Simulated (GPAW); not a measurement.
# Co in GPAW: reference runs

Reference runs on Co: the cell as given.

Program: GPAW 26.7.0. These are calculated values, not measurements. Logs are shortened: lines on timing, memory, paths and dates and some standing lists are left out, and cuts for length are marked. The log counts tension as positive stress, the text compression.

## Step 1: The cell of the first run

The cell holds a slab with vacuum, 6 atoms: a = 2.487 Å, b = 2.487 Å, c = 25.078 Å, α = 90.00°, β = 90.00°, γ = 120.00°.

## Step 2: Single point, PBE, collinear spin, ferromagnetic start (the (0 0 1) slab of Co, cut from the database cell, not relaxed)

Contents of run.py:

```python
import numpy as np
from ase import Atoms
from ase.dft.bandgap import bandgap
from ase.io import write
from ase.units import Bohr
from gpaw import GPAW, PW
from gpaw.elf import elf_from_dft_calculation

atoms = Atoms(['Co', 'Co', 'Co', 'Co', 'Co', 'Co'],
              cell=[[2.4873648738, 0, 0.0],
                    [-1.2436824369, 2.1541211692, 0.0],
                    [0.0, 0.0, 25.0780875629]],
              scaled_positions=[[0.66666667, 0.33333334, 0.299065867],
                                [0.33333333, 0.66666666, 0.3768831468],
                                [0.66666667, 0.33333334, 0.4610913601],
                                [0.33333333, 0.66666666, 0.5389086399],
                                [0.66666667, 0.33333334, 0.6231168532],
                                [0.33333333, 0.66666666, 0.700934133]],
              pbc=True)
atoms.set_initial_magnetic_moments([2.0, 2.0, 2.0, 2.0, 2.0, 2.0])
atoms.pbc = (True, True, False)

calc = GPAW(mode=PW(450),
            xc='PBE',
            kpts={'size': (12, 12, 1), 'gamma': True},
            occupations={'name': 'fermi-dirac', 'width': 0.05},
            nbands=53,
            convergence={'density': 1e-05, 'energy': 1e-05},
            maxiter=150,
            poissonsolver={'dipolelayer': 'xy'},
            txt='gpaw.txt')
atoms.calc = calc
energy = atoms.get_potential_energy()
forces = atoms.get_forces()
calc.write('gs.gpw')
write('result.traj', atoms)
print(f'Energy: {energy:.6f} eV')
print('Forces (eV/A):')
print(forces.round(4))
print('Moments:', calc.get_magnetic_moments().round(3))
print('Fermi level:', round(calc.get_fermi_level(), 4), 'eV')
print(f'Gap: {bandgap(calc)[0]:.4f} eV, direct: {bandgap(calc, direct=True)[0]:.4f} eV')

v = calc.get_electrostatic_potential().mean(axis=(0, 1))
z = np.arange(len(v)) * atoms.cell[2, 2] / len(v)
ef = calc.get_fermi_level()
np.savetxt('planar.dat', np.c_[z, v], fmt='%.4f')
below, above = np.interp([1.5, atoms.cell[2, 2] - 1.5], z, v) - ef
print(f'Work functions: bottom {below:.4f} eV, top {above:.4f} eV')
print('Dipole moment:', *calc.get_dipole_moment().round(5), 'e A')

# fields on the real-space grid
write('density.cube', atoms, data=calc.get_pseudo_density() * Bohr**3)
write('potential.cube', atoms, data=calc.get_electrostatic_potential())
write('spin.cube', atoms, data=(calc.get_pseudo_density(spin=0) - calc.get_pseudo_density(spin=1)) * Bohr**3)
write('elf.cube', atoms, data=elf_from_dft_calculation(calc).data)
```

Potentials or basis: GPAW PAW data sets (gpaw-data 1.2.1), pw.

On the command line:

```console
OMP_NUM_THREADS=1 python run.py
```

gpaw.txt:

```text
__  _  _
 | _ |_)|_||  |
 |__||  | ||/\| - 26.7.0

Input parameters:
  mode=PW(ecut=450.00000000000006),
  convergence={'density': 1e-05, 'energy': 1e-05},
  kpts=MonkhorstPack(size=(12, 12, 1), gamma=True),
  maxiter=150,
  nbands=53,
  occupations=Occupations(name='fermi-dirac', width=0.05),
  poissonsolver=PoissonSolver(dipolelayer='xy'),
  xc=XC(name='PBE')

Diagonalizing LCAO Hamiltonian
Converting LCAO to pw mode

        Co

          Co

        Co

          Co

        Co

          Co

Atoms  # Å, Bohr magnetons
|   | symbol |        x |        y |         z |    initial magnetic moments |
|---|--------|----------|----------|-----------|-----------------------------|
| 0 |     Co | 1.243682 | 0.718040 |  7.500000 | ( 0.0000,  0.0000,  2.0000) |
| 1 |     Co | 0.000000 | 1.436081 |  9.451509 | ( 0.0000,  0.0000,  2.0000) |
| 2 |     Co | 1.243682 | 0.718040 | 11.563290 | ( 0.0000,  0.0000,  2.0000) |
| 3 |     Co | 0.000000 | 1.436081 | 13.514798 | ( 0.0000,  0.0000,  2.0000) |
| 4 |     Co | 1.243682 | 0.718040 | 15.626579 | ( 0.0000,  0.0000,  2.0000) |
| 5 |     Co | 0.000000 | 1.436081 | 17.578088 | ( 0.0000,  0.0000,  2.0000) |

Unit cell  # Å
| periodic |         x |        y |         z |   lengths |     angles |
|----------|-----------|----------|-----------|-----------|------------|
|      yes |  2.487365 | 0.000000 |  0.000000 |  2.487365 |  90.000000 |
|      yes | -1.243682 | 2.154121 |  0.000000 |  2.487365 |  90.000000 |
|       no |  0.000000 | 0.000000 | 25.078088 | 25.078088 | 120.000000 |

Number of symmetries: 12
Symmetry operations  # r_c * U_cc + t_c -> r_c
|    | kind |            matrix            |
|----|------|------------------------------|
|  0 |  σ   |  1, 1, 0,  0,-1, 0,  0, 0, 1 |
|  1 |  S6  |  1, 1, 0, -1, 0, 0,  0, 0,-1 |
|  2 |  E   |  1, 0, 0,  0, 1, 0,  0, 0, 1 |
|  3 |  C2  |  1, 0, 0, -1,-1, 0,  0, 0,-1 |
|  4 |  C2  |  0, 1, 0,  1, 0, 0,  0, 0,-1 |
|  5 |  C3  |  0, 1, 0, -1,-1, 0,  0, 0, 1 |
|  6 |  S6  |  0,-1, 0,  1, 1, 0,  0, 0,-1 |
|  7 |  σ   |  0,-1, 0, -1, 0, 0,  0, 0, 1 |
|  8 |  σ   | -1, 0, 0,  1, 1, 0,  0, 0, 1 |
|  9 |  i   | -1, 0, 0,  0,-1, 0,  0, 0,-1 |
| 10 |  C3  | -1,-1, 0,  1, 0, 0,  0, 0, 1 |
| 11 |  C2  | -1,-1, 0,  0, 1, 0,  0, 0,-1 |

BZ-sampling:
  Number of BZ points: 144
  Number of IBZ points: 19

  Monkhorst-Pack size: [12, 12, 1]
  Monkhorst-Pack shift: [0.041666666666666664, 0.041666666666666664, 0.0]

K-points  # in reciprocal-cell coordinates
|     |                                coordinates |     weight |
|-----|--------------------------------------------|------------|
|   0 | ( -0.00000000,  -0.00000000,   0.00000000) | 0.00694444 |
|   1 | (  0.08333333,  -0.00000000,   0.00000000) | 0.04166667 |
|   2 | (  0.16666667,  -0.08333333,   0.00000000) | 0.04166667 |
|   3 | (  0.16666667,  -0.00000000,   0.00000000) | 0.04166667 |
|   4 | (  0.25000000,  -0.08333333,   0.00000000) | 0.08333333 |
|   5 | (  0.25000000,  -0.00000000,   0.00000000) | 0.04166667 |
|   6 | (  0.33333333,  -0.16666667,   0.00000000) | 0.04166667 |
|   7 | (  0.33333333,  -0.08333333,   0.00000000) | 0.08333333 |
|   8 | (  0.33333333,  -0.00000000,   0.00000000) | 0.04166667 |
|   9 | (  0.33333333,   0.33333333,   0.00000000) | 0.01388889 |
| ... |                                            |            |
|  18 | (  0.50000000,   0.50000000,   0.00000000) | 0.02083333 |

Plane wave coefficients: 2963
Cutoff: 450.00000000000006 eV

Spin-components: 2 (collinear spins)
Bands:           53
Projectors:      36
Spin-degeneracy: 1
Datatype:        complex128

Density:
  Valence electrons: 54.0
  Components: 2
  Grid points: [ 14  14 125]
  Charge: 0.0  # |e|

Potential:
  Grid points: [ 14  14 125]

species:
  Co:
    name:    Cobalt
    Z:       27.0
    valence: 9
    core:    18
    charge:  0.0  # [|e|]
    compensation charges:
      type: gauss
      rc: 0.32  # [Å]
      lmax: 2
    cutoffs:
      filter: 1.87  # [Å]
      core: 2.55  # [Å]
    projectors
    | kind |    occ | energy [eV] | rcut [Å] |
    |------|--------|-------------|----------|
    |   4s |  2.000 |      -5.469 |    1.005 |
    |   4p |  0.000 |      -1.277 |    1.058 |
    |   3d |  7.000 |      -8.205 |    1.005 |
    |    s |        |      21.742 |    1.005 |
    |    p |        |      25.934 |    1.058 |
    |    d |        |      19.007 |    1.005 |

    Using partial waves for Co as LCAO basis

Reference energy: -227416.259434  # eV

eigensolver:
  PPCG
  Converge bands: occupied
  niter=2

density mixing:
  MSR1-Mixer
  Pratt-step length: 0.05
  Maximum mixing coefficient: 0.75
  Old densities: 10
  SVD Regularization: 0.005
  Good broyden scale: 1.0
  Trust region scale: 1.0
  Backstep threshold: 4.0
  History deletion threshold: 6.0
  Fourier metric: weight=20.0, sigma=0.015

occupation numbers:
  Fermi-Dirac:
    width: 0.0500  # eV

<gpaw.new.pw.poisson.DipoleLayerPWPoissonSolver object>
xc functional:
  name: PBE with 2 nearest neighbor stencil
[... 6 lines left out ...]

SCF iterations
|iter     | |      energy | eigst |  dens |  magmom |
|---------|-|-------------|-------|-------|---------|
|iter:   1| |  -47.359891 | +0.38 |       | +12.0189|
|iter:   2| |  -48.393636 | -1.34 | -1.11 | +11.9311|
|iter:   3| |  -47.409531 | -2.13 | -0.82 | +11.9442|
|iter:   4| |  -47.179847 | -2.46 | -1.13 | +11.8424|
|iter:   5| |  -47.004104 | -2.31 | -1.14 | +11.7168|
|iter:   6| |  -46.940116 | -2.23 | -1.24 | +11.5474|
|iter:   7| |  -46.942195 | -3.03 | -1.34 | +11.4654|
|iter:   8| |  -46.976968 | -2.69 | -1.36 | +11.1729|
|iter:   9| |  -47.034872 | -2.95 | -1.49 | +10.8939|
|iter:  10| |  -47.090583 | -3.30 | -1.59 | +10.5516|
|iter:  11| |  -47.121576 | -2.79 | -1.76 | +10.2256|
|iter:  12| |  -47.117348 | -3.81 | -1.85 | +10.1755|
|iter:  13| |  -47.120079 | -4.30 | -2.23 | +10.1174|
|iter:  14| |  -47.122782 | -4.08 | -2.38 | +10.0174|
|iter:  15| |  -47.123383 | -4.62 | -2.70 | +10.0116|
|iter:  16| |  -47.123442 | -5.23 | -2.97 | +10.0244|
|iter:  17| |  -47.123474c| -5.71 | -3.24 | +10.0397|
|iter:  18| |  -47.123467c| -6.44 | -3.58 | +10.0431|
|iter:  19| |  -47.123470c| -7.03 | -3.90 | +10.0449|
|iter:  20| |  -47.123465c| -7.39 | -3.84 | +10.0464|
|iter:  21| |  -47.123465c| -7.99c| -4.01 | +10.0472|
|iter:  22| |  -47.123464c| -7.65c| -4.68 | +10.0469|
|iter:  23| |  -47.123465c| -8.19c| -4.81 | +10.0472|
|iter:  24| |  -47.123465c| -8.65c| -5.29c| +10.0472|

Converged in 24 steps
Energy contributions relative to reference atoms: (reference = -227416.259434)

Energy contributions:
  Kinetic:          49.337992
  Coulomb:         -40.855519
  Zero:              1.524278
  External:          0.000000
  Xc:              -57.107644
  Entropy:          -0.045143
  Spinorbit:         0.000000
  ----------------------------
  Free energy:     -47.146036
  Extrapolated:    -47.123465

dipole moment: (-0.000003, -0.000005, -0.000063)  # |e|*Ang

Total magnetic moment: (0.000000, 0.000000, 10.047198)

Local magnetic moments
|        x |        y |        z |
|----------|----------|----------|
| 0.000000 | 0.000000 | 1.764007 |  # Co   0
| 0.000000 | 0.000000 | 1.748583 |  # Co   1
| 0.000000 | 0.000000 | 1.712290 |  # Co   2
| 0.000000 | 0.000000 | 1.712290 |  # Co   3
| 0.000000 | 0.000000 | 1.748583 |  # Co   4
| 0.000000 | 0.000000 | 1.764007 |  # Co   5

Fermi level: 2.712
Eigenvalues  # (at kpt = [-0.000, -0.000, 0.000])
| band index |      eig [eV] | occ [0-1] |      eig [eV] | occ [0-1] |
|------------|---------------|-----------|---------------|-----------|
|          0 |        -6.159 |     1.000 |        -6.163 |     1.000 |
|        ... |               |           |               |           |
|         22 |         0.762 |     1.000 |         2.004 |     1.000 |
|         23 |         0.851 |     1.000 |         2.511 |     0.982 |
|         24 |         0.851 |     1.000 |         2.745 |     0.340 |
|         25 |         1.081 |     1.000 |         2.745 |     0.340 |
|         26 |         1.081 |     1.000 |         2.746 |     0.337 |
|         27 |         1.323 |     1.000 |         3.018 |     0.002 |
[... 8 lines left out ...]
|         36 |         2.723 |     0.447 |         3.768 |     0.000 |
|         37 |         7.263 |     0.000 |         7.256 |     0.000 |
|        ... |               |           |               |           |
|         52 |        25.552 |     0.000 |        25.320 |     0.000 |

No gap
No difference between direct/indirect transitions
vacuum-level: 7.679  # V
Workfunctions: 4.966, 4.966 eV (top, bottom)

Forces  # eV/Ang
|        x |        y |        z |
|----------|----------|----------|
|  0.00000 |  0.00000 | -0.05878 |  # Co   0
| -0.00000 |  0.00000 |  0.24964 |  # Co   1
|  0.00000 |  0.00000 | -0.45779 |  # Co   2
| -0.00000 | -0.00000 |  0.45779 |  # Co   3
| -0.00000 |  0.00000 | -0.24964 |  # Co   4
| -0.00000 | -0.00000 |  0.05878 |  # Co   5

# Writing to gs.gpw (mode='')
```

Wall time 2.3 min (1 thread of Intel Xeon 6975P-C (Granite Rapids), shared host); peak memory 0.3 GiB.

Results:

* Free energy: -47.1460 eV
* Largest force: 0.458 eV/Å
* Band gap on the k mesh: none (metal or under the smearing width)
* Net moment: 10.05 μB per cell
* Site moments: Co +1.76, +1.75, +1.71 μB
* Dipole across the slab: 0.00 e·Å
* Work function of the upper face: 4.97 eV
* Work function of the lower face: 4.97 eV

Forces in eV/Å, atoms in the order of the input:
```
Co   0.000  0.000 -0.059
Co   0.000  0.000  0.250
Co   0.000  0.000 -0.458
Co   0.000  0.000  0.458
Co   0.000  0.000 -0.250
Co   0.000  0.000  0.059
```
